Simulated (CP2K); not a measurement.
## CuI under changes of volume

One of the cells (27.401 Å³/atom); the others are scaled copies at fixed shape and fractional positions:

```
CELL_PARAMETERS angstrom
4.09020 0.00000 0.00000
0.00000 4.09020 0.00000
0.00000 0.00000 6.55146
ATOMIC_POSITIONS crystal
I 0.00000 0.50000 0.74303
I 0.50000 0.00000 0.25697
Cu 0.00000 0.00000 0.00000
Cu 0.50000 0.50000 0.00000
```

Measurements of this composition are mostly on another form, of space group No. 216.

* Program: CP2K 2026.2
* Functional: PBEsol
* Potentials or basis: POTENTIAL_UZH I GTH-PBE-q7, Cu GTH-PBE-q11; TZVP-MOLOPT-PBE-GTH basis
* Density cutoff: 6123 eV
* k mesh: 7 × 7 × 4
* Occupations: fermi-dirac, width 0.05 eV
* Spin: no spin polarisation

```tsv
volume (Å³/atom)	energy over the lowest point (meV/atom)	pressure (GPa)	gap on the mesh (eV)	largest force (eV/Å)
25.757	10.68	3.0	2.42	0.723
26.305	?	?	?	?
26.853	0.07	0.5	2.38	0.270
27.401	0.00	-0.5	2.36	0.072
27.949	3.18	-1.4	2.34	0.110
28.497	9.23	-2.2	2.32	0.276
29.045	17.82	-2.8	2.30	0.428
```

Question: What does the run at 26.305 Å³/atom give?

Answer: Energy over the lowest point 3.81 meV/atom; pressure 1.7 GPa; gap on the mesh 2.40 eV; largest force 0.488 eV/Å.

Worked out: A Birch-Murnaghan fit of order 3 (a polynomial in V^(-2/3)) to the other rows has its minimum at 27.12 Å³/atom with B0 = V·E''(V) = 48 GPa and B' = 3.5 at fixed shape and positions, which overstates the stiffness. It gives 3.48 meV/atom at 26.305 Å³/atom, against the run's 3.81, and -dE/dV = 1.5 GPa, against 1.7. A straight line through the other rows of the gap, of slope -0.999 eV per unit of ln V, gives 2.40 eV, against the run's 2.40.

Energies are extrapolated to zero smearing.

Caveats: the potentials were made for another functional, which shifts forces and pressure; spin-orbit coupling is left out, which moves the levels of the heavy elements; an odd mesh through Γ misses points on the zone boundary, where band edges often lie; this functional lacks dispersion, which binds the layers, so the pressure and a relaxed spacing across them are unreliable; the basis of atomic orbitals isn't converged, which shifts pressures, moduli and gaps.
